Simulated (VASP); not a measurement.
Input of a VASP 6.6.1 run:

Contents of INCAR:

```
SYSTEM = Ge
PREC     = Accurate       ! precision mode
ENCUT    = 600            ! plane-wave cutoff, eV
EDIFF    = 1E-6           ! SCF threshold, eV
ISMEAR   = 0              ! smearing method
SIGMA    = 0.03           ! smearing width, eV
LREAL    = .False.        ! projectors in reciprocal space
LASPH    = .True.         ! aspherical terms in the spheres
NELM     = 80             ! most SCF steps
ALGO     = Normal         ! electronic algorithm
ISIF     = 3              ! what is computed and relaxed
LWAVE    = .False.        ! write WAVECAR
LCHARG   = .False.        ! write CHGCAR
GGA      = PS             ! functional
IBRION   = 2              ! ionic algorithm
NSW      = 90             ! ionic steps
EDIFFG   = -0.01          ! ionic threshold
KPAR     = 4
```

KPOINTS

```
Automatic mesh
0
Gamma
  10 10 10
  0 0 0
```

File POSCAR:

```
Ge
1.0
    0.0000000000      2.8289100000      2.8289100000
    2.8289100000      0.0000000000      2.8289100000
    2.8289100000      2.8289100000      0.0000000000
Ge
2
Direct
    0.0000000000      0.0000000000      0.0000000000
    0.2500000000      0.2500000000      0.2500000000
```

Potentials or basis: VASP PAW PBE potentials, release 64 (Ge_d).

Run with:

```bash
$ cat potpaw_PBE.64/Ge_d/POTCAR > POTCAR
$ mpirun -np 4 vasp_std > vasp.out
```

Task: What does it give for the relaxed cell?

Result: a = 4.013 Å, b = 4.013 Å, c = 4.013 Å, α = 60.00°, β = 60.00°, γ = 60.00°.

Task: Predict the space group after relaxing (to 0.05 Å).

Result: Fd-3m (No. 227).

Step by step:
| step | energy change (eV) | largest force (eV/Å) | pressure (GPa) | volume (Å³) |
| --- | --- | --- | --- | --- |
| 1 | 0.0000 | 0.0000 | 0.59 | 45.28 |
| 2 | -0.0006 | 0.0000 | -0.10 | 45.83 |
| 3 | -0.0007 | 0.0000 | -0.02 | 45.70 |

Caveat: the PAW data sets were made with another functional, which shifts forces and pressure a little. Zero-point motion and thermal expansion aren't in these numbers.
